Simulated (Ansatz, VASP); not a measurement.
# MgO in two plane-wave programs

One calculation is typed for both programs; each brings its own data sets and cutoff. How far apart do they land? The cell is a member of a volume series, scaled by 1.015 from a relaxed one, so a pressure remains. Other levels of theory on this material are compared in a session of their own.

Main program and level: Ansatz 0.2.0; plane waves, with VASP 6.6.1 beside it; single point at PBEsol with D3(BJ).

### Step 1. The structure

Symmetry: Fm-3m, No. 225, cubic system. Conventional cell: a = 4.192 Å, b = 4.192 Å, c = 4.192 Å, α = 90.00°, β = 90.00°, γ = 90.00°. Nearest to Mg lie 6 O at 2.10 Å. O has 6 Mg at 2.10 Å nearest. Farther neighbours and most contacts between anions are not listed.

### Step 2. VASP: single point, PBEsol with D3(BJ), volume scaled by 1.015

A single point gives forces, pressure and levels at one fixed geometry, so differences don't come from the geometry; what else differs is listed under the comparison.

Lines of VASP's logs that name or quote its potential files are left out, and so is its time.

The input asks for a relaxation, which ended at its first step since no free force or stress exceeded the threshold; so it serves as a single point.

Input file INCAR:

```
SYSTEM = MgO
PREC = Accurate
ENCUT = 520
EDIFF = 1E-06
NELM = 100
ISMEAR = 0
SIGMA = 0.03
LREAL = .FALSE.
ALGO = Normal
GGA = PS
IVDW = 12
NBANDS = 10
LORBIT = 11
LWAVE = .FALSE.
LCHARG = .FALSE.
KPAR = 4
IBRION = 2
NSW = 30
ISIF = 4
EDIFFG = -0.01
```

Input file POSCAR:

```
MgO
1.0
    0.0000000000      2.0960841693      2.0960841693
    2.0960841693      0.0000000000      2.0960841693
    2.0960841693      2.0960841693      0.0000000000
Mg O
1 1
Direct
    0.0000000000      0.0000000000      0.0000000000
    0.5000000000      0.5000000000      0.5000000000
```

Input file KPOINTS:

```
Automatic mesh
0
Gamma
8 8 8
0 0 0
```

The projector-augmented-wave data sets are Mg and O (PBE family, release 64).

On the command line:

```console
$ mpirun -np 4 vasp_std
```

Numbers of over 12 decimals in the logs are rounded to 6 here.

Output:

```text
[banner, memory and clock lines left out]
running    4 mpi-ranks, on    1 nodes
 distrk:  each k-point on    1 cores,    4 groups
 distr:  one band on    1 cores,    1 groups

 POSCAR found type information on POSCAR MgO
 POSCAR found :  2 types and       2 ions
|                                                                             |
|               ----> ADVICE to this user running VASP <----                  |
|                                                                             |
|     You enforced a specific xc type in the INCAR file but a different       |
|     [... a line on the potential file left out ...]
|     I HOPE YOU KNOW WHAT YOU ARE DOING!                                     |
|                                                                             |

 LDA part: xc-table for (Slater+PW92), standard interpolation
 POSCAR, INCAR and KPOINTS ok, starting setup
 FFT: planning ... GRIDC
 FFT: planning ... GRID_SOFT
 FFT: planning ... GRID
 WAVECAR not read
 entering main loop
       N       E                     dE             d eps       ncg     rms          rms(c)
DAV:   1     0.133385723979E+02    0.13339E+02   -0.49168E+03   652   0.719E+02
DAV:   2    -0.133805637556E+02   -0.26719E+02   -0.25992E+02   646   0.140E+02
DAV:   3    -0.138987451462E+02   -0.51818E+00   -0.51772E+00   684   0.180E+01
DAV:   4    -0.138998770954E+02   -0.11319E-02   -0.11319E-02   660   0.934E-01
DAV:   5    -0.138998803935E+02   -0.32981E-05   -0.32981E-05   642   0.499E-02    0.668E+00
DAV:   6    -0.125471797727E+02    0.13527E+01   -0.77926E+00   584   0.165E+01    0.218E+00
DAV:   7    -0.125240691239E+02    0.23111E-01   -0.41817E-02   628   0.208E+00    0.129E+00
DAV:   8    -0.125108845520E+02    0.13185E-01   -0.21323E-02   584   0.183E+00    0.189E-01
DAV:   9    -0.125107162081E+02    0.16834E-03   -0.19046E-04   666   0.108E-01    0.129E-01
DAV:  10    -0.125106623271E+02    0.53881E-04   -0.33687E-04   624   0.150E-01    0.560E-03
DAV:  11    -0.125106632748E+02   -0.94771E-06   -0.40258E-06   614   0.154E-02
   1 F= -.13016904E+02 E0= -.13016904E+02  d E =-.130169E+02
 curvature:   0.00 expect dE= 0.000E+00 dE for cont linesearch  0.000E+00
 trial: gam= 0.00000 g(F)=  0.110E-64 g(S)=  0.606E-33 ort = 0.000E+00 (trialstep = 0.100E+01)
 search vector abs. value=  0.100E-09
 reached required accuracy - stopping structural energy minimisation
```

Parts of OUTCAR (step 2):

```text
ion  position               nearest neighbor table
   1  0.000  0.000  0.000-   2 2.10   2 2.10   2 2.10   2 2.10   2 2.10   2 2.10
   2  0.500  0.500  0.500-   1 2.10   1 2.10   1 2.10   1 2.10   1 2.10   1 2.10

  LATTYP: Found a face centered cubic cell.
 ALAT       =     4.1921683386

 Subroutine GETGRP returns: Found 48 space group operations
 (whereof 48 operations were pure point group operations)

The static configuration has the point symmetry O_h .

 Found     29 irreducible k-points:

   k-points           NKPTS =     29   k-points in BZ     NKDIM =     29   number of bands    NBANDS=     10

   dimension x,y,z NGX =    24 NGY =   24 NGZ =   24
   dimension x,y,z NGXF=    48 NGYF=   48 NGZF=   48

   ENCUT  =  520.0 eV  38.22 Ry    6.18 a.u.   5.51  5.51  5.51*2*pi/ulx,y,z

   NELECT =       8.0000    total number of electrons

 k-points in reciprocal lattice and weights: Automatic mesh
   0.00000000  0.00000000  0.00000000       0.002
   0.12500000  0.00000000  0.00000000       0.016
   0.25000000  0.00000000  0.00000000       0.016
   0.37500000  0.00000000  0.00000000       0.016
   0.50000000  0.00000000  0.00000000       0.008
   0.12500000  0.12500000  0.00000000       0.012
   0.25000000  0.12500000  0.00000000       0.047
   0.37500000  0.12500000  0.00000000       0.047
   0.50000000  0.12500000  0.00000000       0.047
[...]
-0.37500000  0.50000000  0.12500000       0.023
  -0.25000000  0.50000000  0.25000000       0.012

 average (electrostatic) potential at core
       1 -34.5124       2 -69.4567

 E-fermi :   3.4134

 k-point     1 :       0.0000    0.0000    0.0000
  band No.  band energies     occupation
      1     -14.1057      2.00000
      2       3.1747      2.00000
      3       3.1747      2.00000
      4       3.1747      2.00000
      5       7.9473      0.00000
      6      18.8854      0.00000
      7      18.8854      0.00000
      8      18.8854      0.00000
      9      22.7651      0.00000
    ...

 k-point     2 :       0.1250    0.0000    0.0000
  band No.  band energies     occupation
      1     -13.9348      2.00000
      2       2.1992      2.00000
      3       3.0672      2.00000
      4       3.0672      2.00000
      5       8.8662      0.00000
      6      17.1891      0.00000
      7      19.2554      0.00000
      8      19.2554      0.00000
      9      23.7248      0.00000
    ...

 k-point     3 :       0.2500    0.0000    0.0000
  band No.  band energies     occupation
      1     -13.4903      2.00000
      2       0.4514      2.00000
      3       2.8199      2.00000
      4       2.8199      2.00000
      5      10.2926      0.00000
      6      15.6774      0.00000
      7      19.7915      0.00000
      8      19.7915      0.00000
      9      23.3246      0.00000
    ...

 Edisp (eV)   -0.50624

  Total      -0.28086    -0.28086    -0.28086     0.00000     0.00000     0.00000
  in kB     -24.43137   -24.43137   -24.43137     0.00000     0.00000     0.00000
  external pressure =      -24.43 kB  Pullay stress =        0.00 kB

  energy-cutoff  :      520.00
  volume of cell :       18.42
      direct lattice vectors                 reciprocal lattice vectors
     0.000000000  2.096084169  2.096084169    -0.238540039  0.238540039  0.238540039
     2.096084169  0.000000000  2.096084169     0.238540039 -0.238540039  0.238540039
     2.096084169  2.096084169  0.000000000     0.238540039  0.238540039 -0.238540039

 POSITION                                       TOTAL-FORCE (eV/Angst)
 -----------------------------------------------------------------------------------
      0.00000      0.00000      0.00000         0.000000     -0.000000      0.000000
      2.09608      2.09608      2.09608        -0.000000      0.000000     -0.000000
 -----------------------------------------------------------------------------------
    total drift:                               -0.000000     -0.000000      0.000000

  FREE ENERGIE OF THE ION-ELECTRON SYSTEM (eV)
  ---------------------------------------------------
  free  energy   TOTEN  =       -13.0169040427 eV

  energy  without entropy=      -13.0169040427  energy(sigma->0) =      -13.01690404

 reached required accuracy - stopping structural energy minimisation

 total charge
# of ion       s       p       d       tot
------------------------------------------
    1        0.152   0.186   0.083   0.421
    2        1.538   3.549   0.000   5.087
--------------------------------------------------
tot          1.690   3.735   0.083   5.507

[... 3 further parts left out ...]
```

CONTCAR:

```
MgO
   1.00000000000000
     0.0000000000000000    2.0960841693000001    2.0960841693000001
     2.0960841693000001    0.0000000000000000    2.0960841693000001
     2.0960841693000001    2.0960841693000001    0.0000000000000000
  Mg              O
     1     1
Direct
     0.0000000000000000    0.0000000000000000    0.0000000000000000
     0.5000000000000000    0.5000000000000000    0.5000000000000000
```

### Step 3. Ansatz: single point, PBEsol with D3(BJ), volume scaled by 1.015

Ansatz runs on its default PAW (the set named soft_2) files.

The same cell, functional, mesh and smearing now go to Ansatz, which takes its cutoff from its data sets.

Input file input.yaml:

```yaml
crystal:
  lattice:
    - [0.0, 2.09608417, 2.09608417]
    - [2.09608417, 0.0, 2.09608417]
    - [2.09608417, 2.09608417, 0.0]
  atoms:
    - { symbol: Mg, position: [0.0, 0.0, 0.0] }
    - { symbol: O, position: [0.5, 0.5, 0.5] }
hamiltonian:
  xc: pbesol
  pseudopotentials: { kind: paw }
  dispersion: d3bj
kpoints:
  mp_grid: { grid: [8, 8, 8] }
scf:
  occupations: { method: gaussian, width: 0.03 }
  n_extra_bands: 4
output:
  forces: true
  stress: true
  eigenvalues: true
```

On the command line:

```console
$ ansatz run input.yaml --threads 2 --pin off --max-ram 4608MiB --backend cpu --events-out ev --progress --plain --runs-dir out
```

Output:

```text
scf.n_extra_bands = 4 over 8 filled bands (N_el = 16.0): the run solves 12 bands
Engine: ansatz 0.2.0, aarch64-unknown-linux-gnu
Pseudopotentials: kind: paw
Pseudopotential: Mg, paw, valence charge 10, recommended cutoff 420 eV (normal), Mg.paw.azcp
Pseudopotential: O, paw, valence charge 6, recommended cutoff 420 eV (normal), O.paw.azcp
Functional definition: PBEsol
  exchange = pbesol_x
  correlation = pbesol_c
Crystal: 2 atoms, lattice volume = 18.419 Å³
Basis set: ecut = 420 eV, 339 PW (Γ), exchange–correlation on 40×40×40 points (8 copies of the dense FFT grid, shifted against one another)
Bands: 12, of which v1, the nominal top of the filled ones, is band 8 counted from 1 (7 counted from 0)
Symmetry: 48 space group operations
Space group: Fm-3m (ITA 225), of the structure as read, at distance tolerance 2.6e-5 Å
k-points: 29 of 512
Non-local potential: Mg, projectors of the file, l = 0: 3, l = 1: 2, l = 2: 1
Non-local potential: O, projectors of the file, l = 0: 2, l = 1: 2, l = 2: 1
PAW form: soft (Blöchl's): semilocal exchange-correlation on the pseudo side does not see the compensation charge
PAW frozen core: Mg, regenerated for the run's functional, and the local potential with it (the file was generated under x = pbe(κ = 0.804, μ = 0.219515), c = pbe(β = 0.066725))
PAW frozen core: O, regenerated for the run's functional, and the local potential with it (the file was generated under x = pbe(κ = 0.804, μ = 0.219515), c = pbe(β = 0.066725))
PAW one-centre angular grid: Mg, 110 points (default); XC on 64 Gauss nodes
PAW one-centre angular grid: O, 110 points (default); XC on 64 Gauss nodes
Initial density: superposition of atomic densities (neutral atoms: chi_scale 0, normalization atom), corrected by the library's trained network
Initial wavefunctions: pseudopotential atomic-orbital guess
Functional: x = pbesol(κ = 0.804, μ = 0.123457), c = pbesol(β = 0.046)
SCF iter   1: F=—  HF=-2476.384974 eV  |F-HF|=—  |Δ(HF+E_count)|=         —  Δρ=1.47e-2  dr2=3.17e-2  ethr=1.77e-3  ⟨swp⟩=5.8  Hψ=2014  notcnv=0
preconditioner: auto → none  [insulator: Δε(μ)=4.646 eV  Ē_g=18.455 eV  σ=0.030 eV  W_gap=1.00  n_scr=8 (ndim 8)  ℏωp=24.5 eV  f_vac=0.000  D(μ)=0.00/eV (n_scr^D=0)  ε∞_Penn≈2.8]
SCF iter   2: F=—  HF=-2476.376360 eV  |F-HF|=—  |Δ(HF+E_count)|=   8.61e-3  Δρ=4.16e-3  dr2=3.11e-3  ethr=1.98e-4  ⟨swp⟩=2.0  Hψ=681  notcnv=0
SCF iter   3: F=—  HF=-2476.375572 eV  |F-HF|=—  |Δ(HF+E_count)|=   7.88e-4  Δρ=6.69e-4  dr2=4.39e-5  ethr=1.94e-5  ⟨swp⟩=2.0  Hψ=522  notcnv=0
SCF iter   4: F=—  HF=-2476.375552 eV  |F-HF|=—  |Δ(HF+E_count)|=   2.04e-5  Δρ=1.01e-4  dr2=7.44e-7  ethr=2.74e-7  ⟨swp⟩=2.6  Hψ=568  notcnv=0
iter 5 did not close the SCF: its close was put off for the readings that it lacked (scf_convergence_deferred on its scf_iter line)
SCF iter   5: F=-2476.375551 eV  HF=-2476.375551 eV  |F-HF|=7.51e-8  |Δ(HF+E_count)|=   6.42e-7  Δρ=3.13e-5  dr2=7.50e-8  ethr=4.65e-9  ⟨swp⟩=2.1  Hψ=476  notcnv=0
SCF iter   6: F=-2476.375551 eV  HF=-2476.375551 eV  |F-HF|=2.48e-10  |Δ(HF+E_count)|=   3.04e-8  Δρ=3.58e-6  dr2=1.17e-9  ethr=4.68e-10  ⟨swp⟩=2.1  Hψ=1207  notcnv=0
SCF 1 converged in 6 iterations: F = -2476.375551 eV  dr2 = 1.17e-9
  greatest PAW one-centre occupation: 1.000 electrons in one spin orbital (limit 2), on the Mg atom at site 0 (counted from 0), in its partial waves of l = 0
SCF converged after 6 iterations
Free energy (F): -2476.375551 eV
Harris-Foulkes:  -2476.375551 eV  (|F-HF|=2.48e-10)
Internal energy: -2476.375551 eV  (E = F + TS)
E sigma→0 (E₀):  -2476.375551 eV
Fermi energy:    10.577069 eV
--- Per-component energies (eV) ---
  E_band       = -289.141554
  E_kinetic    = 255.404510
  E_local      = -1592.013659  (includes V_loc(G=0)·N_el)
  E_nonlocal   = 143.777678
  E_hartree    = 549.465367
  E_xc         = -104.055192
  E_vxc        = -134.084794  (∫ρ·V_xc dr)
  E_paw        = -433.059242  (= ΣΔE_a)
  E_vpaw       = -61.158073  (= ΣTr[D̂ρ^β])
  E_aug_tail   = 0.002510  (compensation charges beyond the density's cutoff)
  E_ewald      = -1295.485297
  E_disp       = -0.506376  (pairwise vdW)
  E_core_change = 0.094150  (= ΣΔE_core)
  E_smearing   = -0.000000  (= −TS)
  E_closure    = -0.000000  (closes the sum)
  Σ components = -2476.375551   (vs F -2476.375551, Δ=0.00e0)
--- Forces (eV/Å), atoms counted from 1 ---
  atom   1  Mg    -0.00000000    -0.00000000    -0.00000000
  atom   2  O      0.00000000     0.00000000    -0.00000000
  max |Σ_I F_I| component: 2.04e-29 eV/Å
--- Stress (GPa, compression-positive) ---
       -1.961882      -0.000000      -0.000000
        0.000000      -1.961882      -0.000000
       -0.000000      -0.000000      -1.961882
  P = ⅓ Tr σ = -1.9619 GPa (-19.619 kbar)
--- Band table (eV; the first three rows and the last of 29) ---
  k-point 0: bands = [... 4 lower, -9.0769, 8.1911, 8.1911, 8.1911, 12.9629, 23.9452, 23.9452, 23.9452]
  k-point 1: bands = [... 4 lower, -8.9007, 7.2173, 8.0846, 8.0846, 13.8813, 22.2288, 24.3105, 24.3105]
  k-point 2: bands = [... 4 lower, -8.4427, 5.4734, 7.8393, 7.8393, 15.3098, 20.7041, 24.8335, 24.8335]
  k-point 28: bands = [... 4 lower, -7.3930, 5.1653, 5.1653, 6.3748, 19.7948, 19.7948, 20.4372, 23.7796]
```

Wall time 0.41 s (2 threads of Arm Neoverse V2, shared host); peak memory 0.24 GiB; 0.68 s of CPU time.

In the SCF lines HF is the Harris–Foulkes energy and dr2 the Hartree energy of the density residual, in eV; the loop may stop once dr2 is under the threshold and the program's other checks hold. Hψ counts applications of the Hamiltonian.

The run ends at a pressure of -1.96 GPa.

### Step 4. Side by side

Known differences besides the potentials themselves: the data sets hold 16 valence electrons in Ansatz (default PAW (the set named soft_2) files) and 8 in VASP; the cutoff is 420 eV in Ansatz and 520 eV in VASP; Ansatz makes its cores anew for this functional, VASP keeps those of its PBE data sets; VASP leaves aspherical gradient terms in its spheres out (LASPH is not set), Ansatz keeps them. Total energies have different zeros and are not compared.

Compared:

| quantity | Ansatz | VASP | difference |
| --- | --- | --- | --- |
| pressure (GPa) | -1.96 | -2.44 | +0.48 |
| pressure without Ansatz's Pulay correction (GPa) | -2.61 | -2.44 | -0.17 |
| gap on the k mesh (eV) | 4.772 | 4.773 | -0.001 |

A gap on the mesh is an upper bound, since the band edges may lie between its points. Ansatz's pressure holds a Pulay correction of 0.65 GPa; VASP's holds none.

### Step 5. Summary of results

```
difference in gap on the k mesh (single point, PBEsol with D3(BJ), volume scaled by 1.015) : -8.1e-4 eV
```

The difference in gap on the k mesh is -8.1e-4 eV (single point, PBEsol with D3(BJ), volume scaled by 1.015), within the 0.08 eV picked in this series as the mark of a large difference. 10 further runs of this series are not shown here. Such differences can come from data sets, numerical settings and the points named under the comparisons, not from the functional's error against experiment.

[Lines on the potential files, build, host, timing and source positions are cut from VASP's logs without a mark.]

[Logs are printed without paths, hosts, clocks, repeated set-up lines and the standing remarks that a program may print on its own settings, such as how far it seeks lower states.]

[Hosts, paths, dates, database ids (printed as entryN), source tags and the programs' standing remarks are cut or masked in the printed files.]
